## Results and discussion

The cell of diamond is strained equally along x and y, which is the in-plane strain, and separately along z. The row numbers 1 to 5 in the column heads stand for in-plane strains of -0.08, -0.04, 0, 0.04 and 0.08. Energies are counted from the unstrained start cell, and a positive pressure means compression. The cell stays cubic only where both strains are equal; elsewhere it is tetragonal.

Diamond, a = 3.567 Å (not relaxed at this level), strained at fixed fractional coordinates; Ansatz 0.2.0, PBEsol, plane-wave PAW, 420 eV cutoff, Gamma-centred 12×12×12 k mesh, 0.05 eV Gaussian smearing. Rows 1 to 5 have strains of -0.08, -0.04, 0, 0.04 and 0.08 along both x and y. Free energies are relative to the unstrained cell, and positive pressure means compression.

| strain zz | energy change row 1 (meV/atom) | energy change row 2 (meV/atom) | energy change row 3 (meV/atom) | energy change row 4 (meV/atom) | energy change row 5 (meV/atom) | pressure row 2 (GPa) | pressure row 3 (GPa) | pressure row 4 (GPa) |
| --- | --- | --- | --- | --- | --- | --- | --- | --- |
| -0.08 | 512.1 | 221.6 | 113.3 | 148.5 | 295.2 | 91.56 | 37.14 | -2.49 |
| -0.04 | 358.3 | 103.3 | 23.9 | 82.6 | 248.7 | 61.44 | 14.21 | -19.82 |
| 0 | 287.3 | 58.7 | 0.0 | 75.0 | 253.7 | 36.19 | -4.82 | -34.02 |
| 0.04 | 290.8 | 80.5 | 35.5 | 120.2 | 305.7 | 15.12 | -20.52 | -45.55 |
| 0.08 | 360.6 | 161.9 | 124.1 | 212.8 | 399.9 | -2.36 | -33.35 | -54.77 |

### 1. Which costs more, a strain along z or the same strain in the plane?

The in-plane strain does. At a size of 0.04, averaged over stretching and squeezing, it costs 66.9 meV/atom against 29.7 for z alone. Two axes are strained instead of one, which by itself would double the cost. The computed ratio is 2.25, so straining x and y together costs somewhat more than the sum of straining x alone and y alone.

### 2. Does the crystal give way along z when its plane is stretched?

It does, but weakly. With both strains at 0.04, opposite signs cost 81.6 meV/atom on average and equal signs 111.8. Diamond therefore prefers to become thinner when its plane is stretched, which is the Poisson effect.

The grid is too coarse to show the best z strain directly, so it was read from parabolas through the three middle energies of rows 2 and 4. It shifts by only about -0.26 per unit of in-plane strain. For a pull along a single cube axis, linear elasticity turns this into a Poisson ratio of $0.26/(2+0.26)\approx 0.12$, a small value for a solid.

### 3. Why does it give way so little?

Each atom has four bonds, all tilted equally against x, y and z, so under these strains they remain equally long. With in-plane strain $e$ and z strain $z$, the relative change of bond length is, for small strains, $(2e+z)/3$. If only bond length cost energy, the energy would follow $(2e+z)^2$. In-plane strain would then cost four times as much as z strain, and $z=-2e$ would undo the whole cost.

The table contradicts this picture at in-plane strain 0.04 and z strain -0.08, where $2e+z=0$. The bonds are only 0.16 % longer than at the start, yet the energy is 148.5 meV/atom. What has changed is the angles: the six equal tetrahedral angles around each atom have become two of 115.9° and four of 106.3°. Diamond thus strongly resists a change of shape even when its bonds nearly keep their length, and thinning along z would distort the shape further. The standard chemical reason is that carbon's sp³ bonds are strongly directed.

### 4. Does a pressure near zero mark a crystal at rest?

No, and the same point shows it. Its pressure is -2.49 GPa, closer to zero than that of the start cell, although its energy is high. The pressure is the mean of the stresses along the three axes, and here tension in the plane nearly cancels compression along z. It reports mainly on volume, which has changed by only 0.5 %.

### 5. Why does stretching z by 0.08 cost more than squeezing it, when the plane is unstrained?

Bonds usually resist squeezing more, but row 3 gives 124.1 meV/atom for the stretch and 113.3 for the squeeze. The start cell was not relaxed at this level and is slightly too large, as its pressure of -4.82 GPa shows. It already pulls inward, so every further stretch works against that pull.

The size of this effect follows from pressure, volume per atom and strain, with 160.2 GPa equal to 1 eV/Å³:

$$\frac{4.82\times 5.67}{160.2}\times 0.08\ \text{eV}\approx 14\ \text{meV per atom}.$$

Taking this from the stretch and adding it to the squeeze leaves about 110 and 127 meV/atom, the usual order. The remaining asymmetry grows about eightfold when the strain doubles, as the next term beyond a parabola should.

### 6. What would change with a relaxed start cell, or with another element?

A relaxed start would remove the inward pull, and the best z strain at an unstrained plane would move from -0.004 to zero. The weak Poisson response would remain, because it comes from the stiff angles. Where angles are softer relative to bond lengths, the response is larger; silicon is the well-known example.

### 7. Which digits can be trusted?

For a cubic crystal with a purely parabolic energy, the size of the response in question 2 equals the cost ratio of question 1 less 2. That gives 0.25 from strains of 0.04 and 0.28 from strains of 0.08, against 0.26 from the parabolas. "About a quarter" therefore holds throughout this table, while the second digit depends on the strain chosen. Convergence with cutoff and k mesh was not tested here, and PBEsol ran on PAW datasets made for PBE; agreement within the table does not measure the errors from these choices. The output below lists these differences and ratios.

Printed output of the fit:

```
Cost of z strain alone, mean of +0.04 and -0.04 (meV/atom): 29.7
Cost of in-plane strain alone, mean of +0.04 and -0.04 (meV/atom): 66.85
Ratio of in-plane cost to z cost at strain 0.04: 2.251
Ratio of in-plane cost to z cost at strain 0.08: 2.279
Sum of the two separate costs at 0.04 (meV/atom): 96.55
Both strains of size 0.04 with equal sign, mean cost (meV/atom): 111.8
Both strains of size 0.04 with opposite sign, mean cost (meV/atom): 81.55
Best z strain at in-plane strain -0.04 (three-point parabola): 0.006867
Best z strain at in-plane strain 0 (three-point parabola): -0.003906
Best z strain at in-plane strain +0.04 (three-point parabola): -0.01424
Change of best z strain per unit of in-plane strain: -0.2639
Energy regained by the best z strain at in-plane +0.04 (meV/atom): 3.347
Bond length change at in-plane +0.04 and z -0.08 (percent): 0.1599
Volume change at in-plane +0.04 and z -0.08 (percent): -0.4928
Two wide bond angles there (degrees): 115.9
Four narrow bond angles there (degrees): 106.3
Energy shift by the start tension at z strain of size 0.08 (meV/atom): 13.65
Cost of z stretch by 0.08 without the tension term (meV/atom): 110.5
Cost of z squeeze by 0.08 without the tension term (meV/atom): 126.9
Growth of the remaining asymmetry from strain 0.04 to 0.08 (factor): 8.06
```
